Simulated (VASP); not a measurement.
A run of VASP 6.6.1 is set up as follows.

File INCAR:

```
PREC = Accurate ; ENCUT = 600
EDIFF = 1E-6 ; ISMEAR = 0
SIGMA = 0.0233 ; LREAL = F
LASPH = T ; NELM = 60
ALGO = Fast ; ISIF = 3
LWAVE = F ; LCHARG = F
GGA = PE ; IBRION = 2
NSW = 80 ; EDIFFG = -0.03
```

The input KPOINTS:

```
regular mesh
0
Gamma
  8 8 8
```

The input POSCAR:

```
CdF2
1.0
    0.0000000000      2.6971030000      2.6971030000
    2.6971030000      0.0000000000      2.6971030000
    2.6971030000      2.6971030000      0.0000000000
Cd F
1 2
Direct
    0.0000000000      0.0000000000      0.0000000000
    0.2500000000      0.2500000000      0.2500000000
    0.7500000000      0.7500000000      0.7500000000
```

Potentials or basis: VASP PAW PBE potentials, release 64 (Cd, F).

Run with:

```console
$ cat potpaw_PBE.64/Cd/POTCAR potpaw_PBE.64/F/POTCAR > POTCAR
$ mpirun -np 1 vasp_std > vasp.out
```

Q: Predict the space group after relaxing (to 0.05 Å).

A: Fm-3m (No. 225).

Q: What does it give for the relaxed cell?

A: a = 3.882 Å, b = 3.882 Å, c = 3.882 Å, α = 60.00°, β = 60.00°, γ = 60.00°.

The path:
| step | energy change (eV) | largest force (eV/Å) | pressure (GPa) | volume (Å³) |
| --- | --- | --- | --- | --- |
| 1 | 0.0000 | 0.0000 | 5.54 | 39.24 |
| 2 | -0.0334 | 0.0000 | -1.04 | 41.87 |
| 3 | -0.0351 | 0.0000 | -0.04 | 41.37 |

PBE usually gives volumes a little too large and moduli too small. Zero-point motion and thermal expansion aren't in these numbers.
